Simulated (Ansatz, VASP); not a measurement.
**Two plane-wave programs on B**

INCAR

```
SYSTEM = B
PREC     = Accurate       ! precision mode
ENCUT    = 520            ! plane-wave cutoff, eV
EDIFF    = 1E-6           ! SCF threshold, eV
ISMEAR   = 0              ! smearing method
SIGMA    = 0.15           ! smearing width, eV
LREAL    = .FALSE.        ! projectors in reciprocal space
LASPH    = .TRUE.         ! aspherical terms in the spheres
NELM     = 80             ! most SCF steps
ALGO     = Normal         ! electronic algorithm
ISIF     = 2              ! what is computed and relaxed
LWAVE    = .FALSE.        ! write WAVECAR
LCHARG   = .FALSE.        ! write CHGCAR
GGA      = PS             ! functional
NBANDS   = 8              ! bands
```

The input KPOINTS:

```
regular mesh
0
G
  33 33 14
  0 0 0
```

Contents of POSCAR:

```
B
1.0
    1.7279700794      0.0000000000      0.0000000000
   -0.8639850397      1.4964659858      0.0000000000
    0.0000000000      0.0000000000      3.5808915072
B
1
Direct
    0.0000000000      0.0000000000      0.0000000000
```

Input for Ansatz:

```yaml
crystal:
  lattice:
    - [1.7279700794, 0.0, 0.0]
    - [-0.8639850397, 1.4964659858, 0.0]
    - [0.0, 0.0, 3.5808915072]
  atoms:
    - { symbol: B, position: [0.0, 0.0, 0.0] }
basis:
  ecutwfc: 420
kpoints:
  mp_grid: { grid: [33, 33, 14] }
hamiltonian:
  xc: pbesol
scf:
  occupations: { method: gaussian, width: 0.15 }
output:
  forces: true
  stress: true
  eigenvalues: true
```

Change from the starting cell: strain +0.015 along x and y, -0.015 along z, atoms carried along.

Alike in both runs: task single point; functional PBEsol; k mesh 33 × 33 × 14; occupations gaussian, width 0.15 eV; no spin polarisation.

```csv
,VASP,Ansatz
version,VASP 6.6.1,Ansatz 0.2.0
potentials or method,"VASP PAW PBE potentials, release 64 (B)","scalar-relativistic, plane waves, PAW"
plane-wave cutoff (eV),520,420
valence electrons in the cell,3,3
```

|  | VASP | Ansatz | Ansatz less VASP |
| --- | --- | --- | --- |
| gap on the k mesh at the Fermi level (eV) | none | none | - |
| pressure (GPa) | -6.2 | -6.4 | -0.16 |
| largest component of the traceless stress (GPa) | 6.02 | 6.26 | +0.244 |

A gap of «none» marks a metal or a gap that the smearing closes. With one functional, cell and mesh, what is left measures potentials, basis and numerics.

Caveats: the PAW data sets were made with another functional, which shifts forces and pressure a little (VASP).
